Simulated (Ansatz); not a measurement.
Crystal: ZnS (Wurtzite-2H).

```
CELL_PARAMETERS angstrom
3.81100 0.00000 0.00000
-1.90550 3.30042 0.00000
0.00000 0.00000 6.23400
ATOMIC_POSITIONS crystal
Zn 0.66667 0.33333 0.50000
Zn 0.33333 0.66667 0.00000
S 0.66667 0.33333 0.88500
S 0.33333 0.66667 0.38500
```

| Property | Result |
| --- | --- |
| Program | Ansatz 0.2.0 |
| Task | relaxation of cell and atoms |
| Functional | BLYP |
| Potentials or basis | Ansatz PAW |
| Cutoff | 420 eV (not typed: the program's choice for these potentials) |
| k mesh | 8 × 8 × 5 |
| Occupations | fermi-dirac, width 0.05 eV |
| Spin | no spin polarisation |

At the start: volume 19.60 Å³/atom.

Problem. Where does the relaxation end?

Solution. It ends after 5 steps and the volume is 21.31 Å³/atom (+8.7 %); space group P6_3mc (No. 186, to 0.05 Å).

The path:
```tsv
step	energy change (eV)	largest force (eV/Å)	volume (Å³)
1	0.0000	0.3387	78.41
2	-0.1100	0.2124	82.26
3	-0.1390	0.0787	84.93
4	-0.1407	0.0016	85.23
5	-0.1426	0.0016	85.23
```

Final structure:
```
Zn S
1.0
     3.91375    0.00000    0.00000
    -1.95687    3.38940    0.00000
     0.00000    0.00000    6.42508
Zn S
2 2
Direct
  0.66667 0.33333 0.50530
  0.33333 0.66667 0.00530
  0.66667 0.33333 0.87970
  0.33333 0.66667 0.37970
```

Caveat: the plane-wave basis is chosen anew once the cell has moved, so the energies of steps on either side of that aren't comparable; the PAW data sets come from PBE, with cores solved anew for the run's functional, which leaves a small shift of forces and pressure.
